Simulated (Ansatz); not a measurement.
# GaAs wire along [110], 42 atoms a period, H-terminated: bands by functional and under strain, part 2 of 3

Wanted: the relaxed geometry and the bands of the GaAs wire along [110], 42 atoms a period, H-terminated.

Ansatz 0.2.0; DFT PBE, plane waves, PAW; relaxation of a wire's period; PAW set soft_1 (the session's first sound run).

So far. Step 2 (Relaxing the period): The cell's length comes to 4.126 Å with spin left out.

**3. The perfect wire**

This step: DFT PBE, plane waves, PAW; bands of a perfect wire; PAW set soft_1 (Ansatz 0.2.0).

At the relaxed period the bands are computed along the axis; those that cross an energy going forward count the channels that a perfect wire would open there.

input.yaml

```yaml
crystal:
  lattice:
    - [24.42, 0.0, 0.0]
    - [0.0, 25.644, 0.0]
    - [0.0, 0.0, 4.1259869656]
  atoms:
    - { symbol: As, position: [0.186424571, 0.417945294, 0.0] }
    - { symbol: H, position: [0.195067546, 0.28648983, 0.0] }
    - { symbol: Ga, position: [0.238890935, 0.330929983, 0.0] }
    - { symbol: Ga, position: [0.241103769, 0.5, 0.0] }
    - { symbol: As, position: [0.410440187, 0.261444761, 0.0] }
    - { symbol: As, position: [0.411556507, 0.420044467, 0.0] }
    - { symbol: H, position: [0.431772594, 0.87161477, 0.0] }
    - { symbol: Ga, position: [0.469494917, 0.339569354, 0.0] }
    - { symbol: Ga, position: [0.465390584, 0.180289406, 0.0] }
    - { symbol: Ga, position: [0.470222568, 0.5, 0.0] }
    - { symbol: As, position: [0.642048916, 0.267955025, 0.0] }
    - { symbol: As, position: [0.646090924, 0.422720838, 0.0] }
    - { symbol: H, position: [0.67700425, 0.218610574, 0.0] }
    - { symbol: Ga, position: [0.705622326, 0.344644111, 0.0] }
    - { symbol: Ga, position: [0.710097678, 0.5, 0.0] }
    - { symbol: H, position: [0.862545872, 0.420004099, 0.174963336] }
    - { symbol: H, position: [0.862545872, 0.579995901, 0.174963336] }
    - { symbol: H, position: [0.144839841, 0.422763598, 0.272829701] }
    - { symbol: H, position: [0.144839841, 0.577236402, 0.272829701] }
    - { symbol: As, position: [0.295207583, 0.339178656, 0.5] }
    - { symbol: As, position: [0.295207583, 0.660821344, 0.5] }
    - { symbol: As, position: [0.297503827, 0.5, 0.5] }
    - { symbol: H, position: [0.314038474, 0.208685701, 0.5] }
    - { symbol: H, position: [0.314038474, 0.791314299, 0.5] }
    - { symbol: Ga, position: [0.352566368, 0.257612451, 0.5] }
    - { symbol: Ga, position: [0.354044755, 0.417991838, 0.5] }
    - { symbol: Ga, position: [0.354044755, 0.582008162, 0.5] }
    - { symbol: Ga, position: [0.352566368, 0.742387549, 0.5] }
    - { symbol: As, position: [0.527677649, 0.342832664, 0.5] }
    - { symbol: As, position: [0.523200041, 0.187197217, 0.5] }
    - { symbol: As, position: [0.527677649, 0.657167336, 0.5] }
    - { symbol: As, position: [0.528064988, 0.5, 0.5] }
    - { symbol: As, position: [0.523200041, 0.812802783, 0.5] }
    - { symbol: H, position: [0.561480275, 0.140172577, 0.5] }
    - { symbol: H, position: [0.561480275, 0.859827423, 0.5] }
    - { symbol: Ga, position: [0.584663366, 0.263361922, 0.5] }
    - { symbol: Ga, position: [0.588388606, 0.42142725, 0.5] }
    - { symbol: Ga, position: [0.588388606, 0.57857275, 0.5] }
    - { symbol: Ga, position: [0.584663366, 0.736638078, 0.5] }
    - { symbol: As, position: [0.762181426, 0.349085341, 0.5] }
    - { symbol: As, position: [0.762181426, 0.650914659, 0.5] }
    - { symbol: As, position: [0.766806885, 0.5, 0.5] }
    - { symbol: H, position: [0.791694066, 0.296523669, 0.5] }
    - { symbol: H, position: [0.791694066, 0.703476331, 0.5] }
    - { symbol: Ga, position: [0.831428941, 0.424007631, 0.5] }
    - { symbol: Ga, position: [0.831428941, 0.575992369, 0.5] }
    - { symbol: H, position: [0.144839841, 0.422763598, 0.727170299] }
    - { symbol: H, position: [0.144839841, 0.577236402, 0.727170299] }
    - { symbol: H, position: [0.862545872, 0.420004099, 0.825036664] }
    - { symbol: H, position: [0.862545872, 0.579995901, 0.825036664] }
    - { symbol: As, position: [0.186424571, 0.582054706, 0.0] }
    - { symbol: H, position: [0.195067546, 0.71351017, 0.0] }
    - { symbol: Ga, position: [0.238890935, 0.669070017, 0.0] }
    - { symbol: As, position: [0.411556507, 0.579955533, 0.0] }
    - { symbol: As, position: [0.410440187, 0.738555239, 0.0] }
    - { symbol: H, position: [0.431772594, 0.12838523, 0.0] }
    - { symbol: Ga, position: [0.469494917, 0.660430646, 0.0] }
    - { symbol: Ga, position: [0.465390584, 0.819710594, 0.0] }
    - { symbol: As, position: [0.646090924, 0.577279162, 0.0] }
    - { symbol: As, position: [0.642048916, 0.732044975, 0.0] }
    - { symbol: H, position: [0.67700425, 0.781389426, 0.0] }
    - { symbol: Ga, position: [0.705622326, 0.655355889, 0.0] }
kpoints:
  mp_grid: { grid: [1, 1, 20] }
  band_path: { path: ["Γ", Z], npoints: 90 }
scf:
  occupations: { method: fermi_dirac, width: 0.05 }
hamiltonian:
  xc: pbe
  pseudopotentials: { kind: paw, azcp: { folder: soft_1 } }
output:
  dos: { e_range: [-5, 4] }
  write_potential: true
  write_density: true
  volumetric_format: npy
```

Launch:

```bash
$ ansatz run input.yaml --threads 16 --pin off --max-ram 61440MiB --backend cuda --events-out ev --progress --plain --runs-dir out --max-vram 78GiB
```

Numbers of over 12 decimals in the logs are rounded to 6 here.

The log of the run:

```text
[...]
Crystal: 62 atoms, lattice volume = 2583.802 Å³
Basis set: ecut = 420 eV, 50397 PW (Γ)
Bands: 366, of which v1, the nominal top of the filled ones, is band 304 counted from 1 (303 counted from 0)
Symmetry: 4 space group operations
[...]
k-points: 11 of 20
[...]
SCF iter   1: F=—  HF=-181754.338355 eV  |F-HF|=—  |Δ(HF+E_count)|=         —  Δρ=3.32e-2  dr2=2.87e1  ethr=3.10e-3  ⟨swp⟩=5.8  Hψ=15672  notcnv=0  defer=201
[...]
SCF iter   6: F=—  HF=-181746.662271 eV  |F-HF|=—  |Δ(HF+E_count)|=   9.97e-3  Δρ=4.38e-4  dr2=9.89e-3  ethr=6.71e-6  ⟨swp⟩=2.3  Hψ=5764  notcnv=0  defer=492
[...]
SCF iter  11: F=—  HF=-181746.667028 eV  |F-HF|=—  |Δ(HF+E_count)|=   5.54e-6  Δρ=5.84e-6  dr2=2.01e-6  ethr=1.23e-9  ⟨swp⟩=2.0  Hψ=6002  notcnv=0  defer=492
[...]
SCF iter  13: F=-181746.667028 eV  HF=-181746.667028 eV  |F-HF|=1.16e-8  |Δ(HF+E_count)|=   1.38e-7  Δρ=1.30e-6  dr2=7.07e-8  ethr=1.64e-11  ⟨swp⟩=12.5  Hψ=17406  notcnv=0
SCF 1 converged in 13 iterations: F = -181746.667028 eV  dr2 = 7.07e-8
[...]
NSCF: frozen V_eff on 91 k-points
[...]
SCF converged after 13 iterations
[...]
```

It took 34 s on 1 × NVIDIA GB200 with 16 threads of Arm Neoverse V2, shared host; peak memory 5 GiB.

Reading the cycles: dr2 is the Hartree energy of the density residual (eV), the measure of convergence; HF is the Harris–Foulkes estimate of the energy, which meets the free energy F at convergence.

This step gave:

* energy at zero smearing: -181746.6661 eV
* band gap: 0.3345 eV

The electronic bands at the labelled points (eV, zero at the Fermi level; v1 is the highest filled band, c1 the lowest empty one):

| point | v4 | v3 | v2 | v1 | c1 | c2 | c3 | c4 |
| --- | --- | --- | --- | --- | --- | --- | --- | --- |
| Γ | -1.27 | -1.24 | -0.34 | -0.17 | 0.17 | 0.34 | 0.40 | 0.55 |
| halfway | -1.71 | -1.64 | -1.45 | -1.21 | 1.02 | 1.20 | 1.39 | 1.53 |
| Z | -2.09 | -2.08 | -1.74 | -1.64 | 0.71 | 0.85 | 0.94 | 1.18 |

The gap is 0.335 eV, with spin left out.

On this path the gap is direct, 0.33 eV, with the valence top at Γ and the conduction bottom at Γ.

**4. Levels at the same atoms, cutoff 500 eV, k-mesh 1×1×15**

This step: DFT r2SCAN, plane waves, PAW; bands of a perfect wire at the PBE geometry; PAW set soft_1 (Ansatz 0.2.0).

The atoms stay at the PBE geometry and the functional changes. r2SCAN also reads the kinetic-energy density; it often gives larger moments and wider gaps than PBE, at a higher cost. Against the first PBE run of this kind, the cutoff is 500 eV against 420 and the mesh along the wire has 15 points against 20.

Changes to input.yaml since step 3:

```diff
@@ -69,3 +69,3 @@
 kpoints:
-  mp_grid: { grid: [1, 1, 20] }
+  mp_grid: { grid: [1, 1, 15] }
   band_path: { path: ["Γ", Z], npoints: 90 }
@@ -74,8 +74,3 @@
 hamiltonian:
-  xc: pbe
+  xc: r2scan
   pseudopotentials: { kind: paw, azcp: { folder: soft_1 } }
-output:
-  dos: { e_range: [-5, 4] }
-  write_potential: true
-  write_density: true
-  volumetric_format: npy
```

The log of the run:

```text
[...]
Crystal: 62 atoms, lattice volume = 2583.802 Å³
Basis set: ecut = 500 eV, 65711 PW (Γ), exchange–correlation on 720×768×128 points (64 copies of the dense FFT grid, shifted against one another)
Bands: 366, of which v1, the nominal top of the filled ones, is band 304 counted from 1 (303 counted from 0)
Symmetry: 4 space group operations
[...]
k-points: 8 of 15
[...]
SCF iter   1: F=—  HF=-182084.889226 eV  |F-HF|=—  |Δ(HF+E_count)|=         —  Δρ=3.38e-2  dr2=2.78e1  dr2_τ=2.43e-1  ethr=3.10e-3  ⟨swp⟩=6.0  Hψ=10714  notcnv=0  defer=144
[...]
SCF iter   6: F=—  HF=-182080.838776 eV  |F-HF|=—  |Δ(HF+E_count)|=   1.09e-2  Δρ=3.45e-4  dr2=3.02e-3  dr2_τ=1.01e-4  ethr=6.48e-6  ⟨swp⟩=2.4  Hψ=4369  notcnv=0  defer=375
[...]
SCF iter  11: F=—  HF=-182080.844413 eV  |F-HF|=—  |Δ(HF+E_count)|=   9.34e-7  Δρ=2.96e-6  dr2=2.71e-7  dr2_τ=4.50e-9  ethr=4.30e-10  ⟨swp⟩=2.6  Hψ=4362  notcnv=0  defer=373
[...]
SCF iter  13: F=-182080.844413 eV  HF=-182080.844413 eV  |F-HF|=1.75e-10  |Δ(HF+E_count)|=   4.35e-8  Δρ=5.29e-7  dr2=1.95e-8  dr2_τ=1.36e-10  ethr=1.64e-11  ⟨swp⟩=4.1  Hψ=7768  notcnv=0
SCF 1 converged in 13 iterations: F = -182080.844413 eV  dr2 = 1.95e-8
[...]
SCF converged after 13 iterations
[...]
```

Elapsed: 42 s, on 1 × NVIDIA GB200 with 16 threads; peak memory 5.3 GiB.

Numbers from this step:

```yaml
energy_at_zero_smearing: -182080.8443 eV
band_gap: 0.6177 eV
```

The electronic bands at the labelled points (eV, zero at the Fermi level; v1 is the highest filled band, c1 the lowest empty one):

```csv
point,v4,v3,v2,v1,c1,c2,c3,c4
Γ,-1.52,-1.48,-0.48,-0.31,0.31,0.45,0.51,0.66
halfway,-1.96,-1.88,-1.66,-1.40,1.13,1.33,1.50,1.60
Z,-2.36,-2.33,-1.95,-1.86,0.79,0.95,0.96,1.24
```

The gap is 0.618 eV, against 0.335 eV under PBE at the relaxed period.

**5. Strain along the wire, period over the relaxed period 1.06**

This step: DFT PBE, plane waves, PAW; relaxation at a fixed period; PAW set soft_1 (Ansatz 0.2.0).

The period is set to 1.06 times the relaxed one and the atoms relax within it: strain changes bond lengths and angles, which shifts the bands against each other. Against the first PBE run of this kind, the mesh along the wire has 14 points against 20.

The cell differs from the one that the last finished run ended in (c 4.126 → 4.374 Å).

Changes to input.yaml since step 4:

```diff
@@ -4,3 +4,3 @@
     - [0.0, 25.644, 0.0]
-    - [0.0, 0.0, 4.1259869656]
+    - [0.0, 0.0, 4.3735461835]
   atoms:
@@ -69,3 +69,3 @@
 kpoints:
-  mp_grid: { grid: [1, 1, 15] }
+  mp_grid: { grid: [1, 1, 14] }
   band_path: { path: ["Γ", Z], npoints: 90 }
@@ -74,3 +74,8 @@
 hamiltonian:
-  xc: r2scan
+  xc: pbe
   pseudopotentials: { kind: paw, azcp: { folder: soft_1 } }
+relax:
+  max_steps: 40
+  f_tol: 0.02
+output:
+  stress: true
```

The log of the run:

```text
Warning: output.stress: scf.convergence.dr2_threshold = 1e-7 eV (the SCF's general default) is looser than the 6.2e-9 eV advised for a printed stress (1e-10 eV for each atom of the cell: 62). What an SCF threshold leaves in a stress goes as its square root, and in the free energy as the threshold itself, and one threshold admits the most on a small cell: [figures from the program's tests cut] Every solve of this run answers to scf.convergence.dr2_threshold,  [...]
[...]
Crystal: 62 atoms, lattice volume = 2738.830 Å³
Basis set: ecut = 420 eV, 53631 PW (Γ), exchange–correlation on 360×360×60 points (8 copies of the dense FFT grid, shifted against one another)
Bands: 366, of which v1, the nominal top of the filled ones, is band 304 counted from 1 (303 counted from 0)
Symmetry: 4 space group operations
[...]
k-points: 8 of 14
[...]
SCF iter   1: F=—  HF=-181752.683855 eV  |F-HF|=—  |Δ(HF+E_count)|=         —  Δρ=3.16e-2  dr2=2.85e1  ethr=3.10e-3  ⟨swp⟩=5.9  Hψ=10807  notcnv=0  defer=148
[...]
SCF iter   3: F=—  HF=-181745.462636 eV  |F-HF|=—  |Δ(HF+E_count)|=   9.17e-1  Δρ=3.60e-3  dr2=2.07e0  ethr=1.43e-3  ⟨swp⟩=3.0  Hψ=4186  notcnv=0  defer=374
[...]
SCF iter  10: F=-181745.141258 eV  HF=-181745.141257 eV  |F-HF|=1.89e-6  |Δ(HF+E_count)|=   1.04e-5  Δρ=8.65e-6  dr2=2.77e-6  ethr=1.64e-9  ⟨swp⟩=4.0  Hψ=8079  notcnv=0
SCF 1 converged in 10 iterations: F = -181745.141258 eV  dr2 = 2.77e-6
[...]
relax step   1: F+E_penalty+E_count = -181745.14125841 eV  Δ(F+E_penalty+E_count) = +0.000e0 eV  max|allowed force component| = 7.026e-1 eV/Å  Δτ_max = 0.0000 Å  (10 SCF iters, dr2 threshold 1.00e-5 eV, accepted)
[...]
SCF 2 converged in 8 iterations: F = -181745.523101 eV  dr2 = 1.22e-5
[...]
relax step   2: F+E_penalty+E_count = -181745.52310095 eV  Δ(F+E_penalty+E_count) = -3.818e-1 eV  max|allowed force component| = 3.563e-1 eV/Å  Δτ_max = 0.1940 Å  (8 SCF iters, dr2 threshold 3.09e-5 eV, accepted)
[...]
SCF 3 converged in 7 iterations: F = -181745.578853 eV  dr2 = 6.44e-6
relax step   3: F+E_penalty+E_count = -181745.57885285 eV  Δ(F+E_penalty+E_count) = -5.575e-2 eV  max|allowed force component| = 5.510e-2 eV/Å  Δτ_max = 0.0759 Å  (7 SCF iters, dr2 threshold 7.93e-6 eV, accepted)
[...]
relax step   4: F+E_penalty+E_count = -181745.58099263 eV  Δ(F+E_penalty+E_count) = -2.140e-3 eV  max|allowed force component| = 2.621e-2 eV/Å  Δτ_max = 0.0448 Å  (9 SCF iters, accepted)
[...]
SCF 5 converged in 8 iterations: F = -181745.582196 eV  dr2 = 2.52e-8
relax step   5: F+E_penalty+E_count = -181745.58219626 eV  Δ(F+E_penalty+E_count) = -1.204e-3 eV  max|allowed force component| = 1.152e-2 eV/Å  Δτ_max = 0.0205 Å  (8 SCF iters, accepted)
[...]
SCF converged after 8 iterations
[...]
- { symbol: As, position: [0.412810, 0.419944, -5.318528688482153e-19] }
    - { symbol: H, position: [0.434772, 0.872186, -1.0729674601160286e-18] }
    - { symbol: Ga, position: [0.471138, 0.339541, -6.52470980073328e-19] }
    - { symbol: Ga, position: [0.467086, 0.180557, -6.688176953730803e-19] }
    - { symbol: Ga, position: [0.471651, 0.5, -5.861278084244894e-19] }
    - { symbol: As, position: [0.637259, 0.267679, 1.3411894796405959e-18] }
    - { symbol: As, position: [0.641140, 0.422785, 1.3913618598959696e-18] }
    - { symbol: H, position: [0.673749, 0.219288, 8.656290775356883e-19] }
    - { symbol: Ga, position: [0.700598, 0.344614, 1.4140532334996485e-18] }
    - { symbol: Ga, position: [0.705316, 0.5, 1.3389098900908275e-18] }
    - { symbol: H, position: [0.853308, 0.420013, 0.187214] }
    - { symbol: H, position: [0.853308, 0.579987, 0.187214] }
    - { symbol: H, position: [0.152626, 0.422096, 0.259151] }
    - { symbol: H, position: [0.152626, 0.577904, 0.259151] }
    - { symbol: As, position: [0.299489, 0.339034, 0.500000] }
    - { symbol: As, position: [0.299489, 0.660966, 0.500000] }
    - { symbol: As, position: [0.302140, 0.5, 0.500000] }
    - { symbol: H, position: [0.319956, 0.207850, 0.500000] }
    - { symbol: H, position: [0.319956, 0.792150, 0.500000] }
    - { symbol: Ga, position: [0.357045, 0.257845, 0.500000] }
    - { symbol: Ga, position: [0.358693, 0.417773, 0.500000] }
    - { symbol: Ga, position: [0.358693, 0.582227, 0.500000] }
    - { symbol: Ga, position: [0.357045, 0.742155, 0.500000] }
    - { symbol: As, position: [0.525995, 0.342758, 0.500000] }
    - { symbol: As, position: [0.521553, 0.187008, 0.500000] }
    - { symbol: As, position: [0.525995, 0.657242, 0.500000] }
    - { symbol: As, position: [0.526142, 0.5, 0.500000] }
    - { symbol: As, position: [0.521553, 0.812992, 0.500000] }
    - { symbol: H, position: [0.560807, 0.140652, 0.500000] }
    - { symbol: H, position: [0.560807, 0.859348, 0.500000] }
    - { symbol: Ga, position: [0.583238, 0.263191, 0.500000] }
    - { symbol: Ga, position: [0.586741, 0.421419, 0.500000] }
    - { symbol: Ga, position: [0.586741, 0.578581, 0.500000] }
    - { symbol: Ga, position: [0.583238, 0.736809, 0.500000] }
    - { symbol: As, position: [0.753853, 0.348973, 0.500000] }
    - { symbol: As, position: [0.753853, 0.651027, 0.500000] }
    - { symbol: As, position: [0.758731, 0.5, 0.500000] }
    - { symbol: H, position: [0.784867, 0.297146, 0.500000] }
    - { symbol: H, position: [0.784867, 0.702854, 0.500000] }
    - { symbol: Ga, position: [0.823436, 0.423787, 0.500000] }
    - { symbol: Ga, position: [0.823436, 0.576213, 0.500000] }
    - { symbol: H, position: [0.152626, 0.422096, 0.740849] }
    - { symbol: H, position: [0.152626, 0.577904, 0.740849] }
    - { symbol: H, position: [0.853308, 0.420013, 0.812786] }
    - { symbol: H, position: [0.853308, 0.579987, 0.812786] }
    - { symbol: As, position: [0.194011, 0.582190, -2.4947446079727277e-18] }
    - { symbol: H, position: [0.203463, 0.714477, -2.7455882117099703e-18] }
    - { symbol: Ga, position: [0.246269, 0.669028, -2.4301798440144195e-18] }
    - { symbol: As, position: [0.412810, 0.580056, -5.31852868848214e-19] }
    - { symbol: As, position: [0.411710, 0.738525, -5.368494535973743e-19] }
    - { symbol: H, position: [0.434772, 0.127814, -1.0729674601160463e-18] }
    - { symbol: Ga, position: [0.471138, 0.660459, -6.52470980073325e-19] }
    - { symbol: Ga, position: [0.467086, 0.819443, -6.688176953730648e-19] }
    - { symbol: As, position: [0.641140, 0.577215, 1.3913618598959704e-18] }
    - { symbol: As, position: [0.637259, 0.732321, 1.3411894796405985e-18] }
    - { symbol: H, position: [0.673749, 0.780712, 8.6562907753569175e-19] }
    - { symbol: Ga, position: [0.700598, 0.655386, 1.414053233499649e-18] }
```

Run time: 46 s. Hardware: 1 × NVIDIA GB200 with 16 threads; peak memory 2.7 GiB.

Step by step:

```
step  energy less that of the first step (eV)  largest force component (eV/Å)
   1                                   0.0000                          0.7026
   2                                  -0.3818                          0.3563
   3                                  -0.4376                          0.0551
   4                                  -0.4397                          0.0262
   5                                  -0.4409                          0.0115
```

Forces are held to the 4 operations that the run works with; a distortion that breaks them can't arise in this run.

The atoms that moved most (Å):

```csv
atom,dx,dy,dz,length
H50,-0.226,0.000,-0.054,0.232
H49,-0.226,0.000,-0.054,0.232
H17,-0.226,0.000,0.054,0.232
H16,-0.226,0.000,0.054,0.232
H2,0.205,-0.025,0.000,0.207
H52,0.205,0.025,0.000,0.207
As41,-0.203,0.003,0.000,0.203
As40,-0.203,-0.003,0.000,0.203
```

This step gave:

```yaml
energy_at_zero_smearing: -181745.5802 eV
band_gap: 0.2714 eV
```

The electronic bands at the labelled points (eV, zero at the Fermi level; v1 is the highest filled band, c1 the lowest empty one):

| point | v4 | v3 | v2 | v1 | c1 | c2 | c3 | c4 |
| --- | --- | --- | --- | --- | --- | --- | --- | --- |
| Γ | -0.76 | -0.67 | -0.36 | -0.14 | 0.13 | 0.30 | 0.39 | 0.59 |
| halfway | -1.12 | -1.05 | -0.92 | -0.64 | 1.44 | 1.57 | 1.85 | 1.98 |
| Z | -1.49 | -1.45 | -1.13 | -0.97 | 1.27 | 1.36 | 1.55 | 1.76 |

The gap is 0.271 eV, against 0.335 eV under PBE at the relaxed period.

(Part 2 of 3 ends here.)

[Logs are printed without paths, hosts, clocks, repeated set-up lines and the standing remarks that a program may print on its own settings, such as how far it seeks lower states.]

[Hosts, paths, dates, database ids (printed as entryN), source tags and the programs' standing remarks are cut or masked in the printed files.]
